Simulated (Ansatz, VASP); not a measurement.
**Tl in VASP and in Ansatz**

File INCAR:

```
SYSTEM = Tl
ALGO = Normal
EDIFF = 1E-6
ENCUT = 520
GGA = RE
ISIF = 2
ISMEAR = -1
LASPH = .True.
LCHARG = .True.
LELF = .True.
LREAL = .False.
LVHAR = .True.
LWAVE = .False.
NBANDS = 12
NELM = 60
PREC = Accurate
SIGMA = 0.1
```

KPOINTS

```
k-points
0
Gamma
  11 11 11
  0 0 0
```

POSCAR

```
Tl
1.0
    3.2193054475      0.0000000000      0.0000000000
    0.0000000000      3.2193054475      0.0000000000
    0.0000000000      0.0000000000      3.2193054475
Tl
1
Direct
    0.0000000000      0.0000000000      0.0000000000
```

Input for Ansatz:

```yaml
crystal:
  lattice:
    - [3.2193054475, 0.0, 0.0]
    - [0.0, 3.2193054475, 0.0]
    - [0.0, 0.0, 3.2193054475]
  atoms:
    - { symbol: Tl, position: [0.0, 0.0, 0.0] }
hamiltonian:
  xc: revpbe
  pseudopotentials:
    kind: paw
    azcp:
      Tl: "pseudopotentials/Tl.paw.azcp"
basis:
  ecutwfc: 420
  fft_grid_basis: typed
kpoints:
  mp_grid: { grid: [11, 11, 11], shift: [0, 0, 0] }
magnetization:
  spin_polarized: false
scf:
  occupations: { method: fermi_dirac, width: 0.1 }
  lower_state_search: "off"
output:
  stress: true
```

Alike in both runs: task single point; functional revPBE; k mesh 11 × 11 × 11; occupations fermi-dirac, width 0.1 eV; no spin polarisation.

```csv
,VASP,Ansatz
version,VASP 6.6.1,Ansatz 0.2.0
potentials or method,"VASP PAW PBE potentials, release 64 (Tl_d)","plane waves (420 eV) with PAW, scalar-relativistic"
plane-wave cutoff (eV),520,420
valence electrons in the cell,13,13
```

|  | VASP | Ansatz | Ansatz less VASP |
| --- | --- | --- | --- |
| pressure (GPa) | 1.9 | 1.9 | +0.06 |

With one functional, cell and mesh, what is left measures potentials, basis and numerics.

Caveats: the PAW data sets were made with another functional, which shifts forces and pressure a little (VASP). Spin-orbit coupling is left out, which matters for the levels of Tl.
